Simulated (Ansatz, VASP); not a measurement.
## Nb in VASP and in Ansatz

File INCAR:

```
SYSTEM = Nb
ALGO = Normal
EDIFF = 1E-8
ENCUT = 520
GGA = PS
ISIF = 2
ISMEAR = -1
LASPH = .True.
LCHARG = .False.
LEFG = .True.
LREAL = .False.
LWAVE = .False.
NBANDS = 12
NELM = 100
PREC = Accurate
SIGMA = 0.08
```

Contents of KPOINTS:

```
k-points
0
Gamma
  16 16 16
  0 0 0
```

The input POSCAR:

```
Nb
1.0
   -1.6549121188      1.6549121188      1.6549121188
    1.6549121188     -1.6549121188      1.6549121188
    1.6549121188      1.6549121188     -1.6549121188
Nb
1
Direct
    0.0000000000      0.0000000000      0.0000000000
```

Input for Ansatz:

```yaml
crystal:
  lattice:
    - [-1.6549121188, 1.6549121188, 1.6549121188]
    - [1.6549121188, -1.6549121188, 1.6549121188]
    - [1.6549121188, 1.6549121188, -1.6549121188]
  atoms:
    - { symbol: Nb, position: [0.0, 0.0, 0.0] }
kpoints:
  mp_grid: { grid: [16, 16, 16] }
  band_path:
    path:
      - [0.0, 0.0, 0.0]
      - [0.5, -0.5, 0.5]
      - [0.0, 0.0, 0.5]
      - [0.0, 0.0, 0.0]
      - [0.25, 0.25, 0.25]
      - [0.5, -0.5, 0.5]
      - [0.25, 0.25, 0.25]
      - [0.0, 0.0, 0.5]
    npoints: 5
scf:
  occupations: { method: fermi_dirac, width: 0.08 }
hamiltonian:
  xc: pbesol
  pseudopotentials: { kind: paw }
output:
  forces: true
  stress: true
  eigenvalues: true
  efg: { contact_densities: true }
```

Alike in both runs: task electric field gradients; functional PBEsol; k mesh 16 × 16 × 16; occupations fermi-dirac, width 0.08 eV; no spin polarisation.

|  | VASP | Ansatz |
| --- | --- | --- |
| version | VASP 6.6.1 | Ansatz 0.2.0 |
| potentials or method | VASP PAW PBE potentials, release 64 (Nb_sv) | PAW with Ansatz's default frozen-core files, scalar-relativistic |
| plane-wave cutoff (eV) | 520 | 420 |
| valence electrons in the cell | 13 | 13 |

VASP gave:

* pressure (GPa): -6.3
* Vzz of the field gradient on the site that differs most (V/Å²): 0.0

Which values does Ansatz return?

Pressure (GPa): -6.0; Vzz of the field gradient on the site that differs most (V/Å²): 0.0.

Ansatz warned: «gradients_without_spin_orbit».

Caveats: the PAW data sets were made with another functional, which shifts forces and pressure a little (VASP).
